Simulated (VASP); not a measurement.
# SrCl$_{2}$ in VASP 6.6.1, single-point calculation

INCAR

```
ISIF = 2
LWAVE = .FALSE.
SIGMA = 0.02
LREAL = .FALSE.
LCHARG = .FALSE.
ENCUT = 800
NBANDS = 19
GGA = PE
IBRION = -1
EDIFF = 1E-7
PREC = Accurate
NSW = 0
ISMEAR = -1
LASPH = .TRUE.
NELM = 74
```

KPOINTS

```
KPOINTS created by Atomic Simulation Environment
0
Gamma
6 6 6
0 0 0
```

POSCAR

```
Sr Cl
 1.0000000000000000
    -0.0524657713000000    3.4977180852999998    3.4977180852999998
     3.4977180852999998   -0.0524657713000000    3.4977180852999998
     3.4452523140000002    3.4452523140000002    0.0000000000000000
 Sr  Cl
   1   2
Cartesian
 -0.0000000000000000 -0.0000000000000000  0.0000000000000000
  1.7226261569999999  1.7226261569999999  1.7659389896137447
  5.1678784709999990  5.1678784709999990  5.2294971809862529
```

The recommended PBE PAW datasets give the neutral cell 24 valence electrons.

Command

```
mpirun -np 1 vasp_std
```

OSZICAR

```
N       E                     dE             d eps       ncg     rms          rms(c)
DAV:   1     0.173180200150E+03    0.17318E+03   -0.14376E+04  1748   0.158E+03
DAV:   2    -0.945949239186E+00   -0.17413E+03   -0.16903E+03  2305   0.258E+02
DAV:   3    -0.125884126510E+02   -0.11642E+02   -0.11602E+02  2251   0.647E+01
DAV:   4    -0.130612448965E+02   -0.47283E+00   -0.47211E+00  3063   0.103E+01
DAV:   5    -0.130638791387E+02   -0.26342E-02   -0.26337E-02  2307   0.791E-01    0.127E+01
DAV:   6    -0.127659075968E+02    0.29797E+00   -0.60214E-01  2084   0.434E+00    0.818E+00
DAV:   7    -0.127756790384E+02   -0.97714E-02   -0.36370E-01  2371   0.365E+00    0.212E+00
DAV:   8    -0.127818423564E+02   -0.61633E-02   -0.54194E-02  1981   0.129E+00    0.392E-01
DAV:   9    -0.127829232463E+02   -0.10809E-02   -0.20370E-03  2170   0.270E-01    0.141E-01
DAV:  10    -0.127842256782E+02   -0.13024E-02   -0.90050E-04  1894   0.182E-01    0.328E-02
DAV:  11    -0.127843360959E+02   -0.11042E-03   -0.75141E-05  2243   0.511E-02    0.407E-02
DAV:  12    -0.127843573274E+02   -0.21231E-04   -0.23140E-05  1899   0.254E-02    0.605E-03
DAV:  13    -0.127843583658E+02   -0.10384E-05   -0.12947E-06  2330   0.688E-03    0.410E-03
DAV:  14    -0.127843584186E+02   -0.52794E-07   -0.33133E-07  1828   0.377E-03
   1 F= -.12784358E+02 E0= -.12784358E+02  d E =-.735060E-12
```

From OUTCAR

```
k-points           NKPTS =     46   k-points in BZ     NKDIM =     46   number of bands    NBANDS=     19

   NELECT =      24.0000    total number of electrons

   dimension x,y,z NGX =    48 NGY =   48 NGZ =   48
   dimension x,y,z NGXF=    96 NGYF=   96 NGZF=   96

  energy-cutoff  :      800.00
  volume of cell :       85.56
      direct lattice vectors                 reciprocal lattice vectors
    -0.052465771  3.497718085  3.497718085    -0.140837776  0.140837776  0.142950343
     3.497718085 -0.052465771  3.497718085     0.140837776 -0.140837776  0.142950343
     3.445252314  3.445252314  0.000000000     0.145127252  0.145127252 -0.142950343

 k-points in reciprocal lattice and weights: KPOINTS created by Atomic Simulation Env
   0.00000000  0.00000000  0.00000000       0.005
   0.16666667  0.00000000  0.00000000       0.019
   0.33333333  0.00000000  0.00000000       0.019
   0.50000000  0.00000000  0.00000000       0.009
   0.16666667  0.16666667  0.00000000       0.009
   0.33333333  0.16666667  0.00000000       0.019
   0.50000000  0.16666667  0.00000000       0.019
  -0.33333333  0.16666667  0.00000000       0.019
   ...

 E-fermi :   0.5761

 k-point     1 :       0.0000    0.0000    0.0000
  band No.  band energies     occupation
      1     -32.8112      2.00000
      2     -14.8014      2.00000
      3     -14.8010      2.00000
      4     -14.7983      2.00000
      5     -13.1794      2.00000
      6     -12.3441      2.00000
      7      -2.0201      2.00000
      8      -1.9988      2.00000
      9      -1.9708      2.00000
     10      -0.2550      2.00000
     11      -0.2320      2.00000
     12      -0.2115      2.00000
     13       5.4082      0.00000
     14       6.1972      0.00000
     15       6.2054      0.00000
     16       8.9625      0.00000
     17       9.1268      0.00000
     18       9.2913      0.00000
     19       9.3615      0.00000

 k-point     2 :       0.1667    0.0000    0.0000
  band No.  band energies     occupation
      1     -32.8105      2.00000
      2     -14.8818      2.00000
      3     -14.8039      2.00000
      4     -14.8016      2.00000
      5     -13.0402      2.00000
      6     -12.3970      2.00000
      7      -1.9040      2.00000
      8      -1.8748      2.00000
      9      -1.8336      2.00000
     10      -0.5223      2.00000
     11      -0.3936      2.00000
     12      -0.3744      2.00000
     13       5.9909      0.00000
     14       6.3814      0.00000
     15       6.4204      0.00000
     16       8.0490      0.00000
     17       8.7749      0.00000
     18       8.8520      0.00000
     19       9.8376      0.00000

 k-point     3 :       0.3333    0.0000    0.0000
  band No.  band energies     occupation
      1     -32.8091      2.00000
      2     -15.0124      2.00000
      3     -14.8092      2.00000
      4     -14.8081      2.00000
      5     -12.8266      2.00000
      6     -12.4602      2.00000
      7      -1.6385      2.00000
      8      -1.6344      2.00000
      9      -1.4893      2.00000
     10      -1.0319      2.00000
     11      -0.7152      2.00000
     12      -0.7004      2.00000
     13       6.6550      0.00000
     14       6.7535      0.00000
     15       6.9148      0.00000
     16       7.9909      0.00000
     17       8.5995      0.00000
     18       8.6659      0.00000
     19       9.1372      0.00000

 ...

  Total        0.4392655      0.4392655      0.4462851      0.1471741      0.0000000      0.0000000
  in kB        8.2252853      8.2252853      8.3567280      2.7558473      0.0000000      0.0000000
  external PRESSURE =       8.2690995 kB  Pullay stress =       0.0000000 kB

 POSITION                                       TOTAL-FORCE (eV/Angst)
 -----------------------------------------------------------------------------------
      0.00000      0.00000      0.00000         0.000000      0.000000     -0.000000
      1.72263      1.72263      1.76594        -0.000000     -0.000000      0.001017
      5.16788      5.16788      5.22950         0.000000      0.000000     -0.001017
 -----------------------------------------------------------------------------------
    total drift:                               -0.000000     -0.000000      0.000000

  FREE ENERGIE OF THE ION-ELECTRON SYSTEM (eV)
  ---------------------------------------------------
  free  energy   TOTEN  =       -12.7843584186 eV

  energy  without entropy=      -12.7843584186  energy(sigma->0) =      -12.78435842
```

It converged. Results: gap between bands v and c on the k mesh 5.31 eV; least direct gap on the k mesh 5.51 eV; pressure 0.8 GPa. Band v is the last that the valence electrons fill when counted band by band, and c is the next.

For comparison, a separate PBE run of the intended cell, on usual settings and not on those above, gives a gap of 5.31 eV on its mesh and a pressure of 0.8 GPa.

The run above took about 1.8 min on one core of a shared host (Intel Xeon Platinum 8488C) and held 0.37 GiB at most.
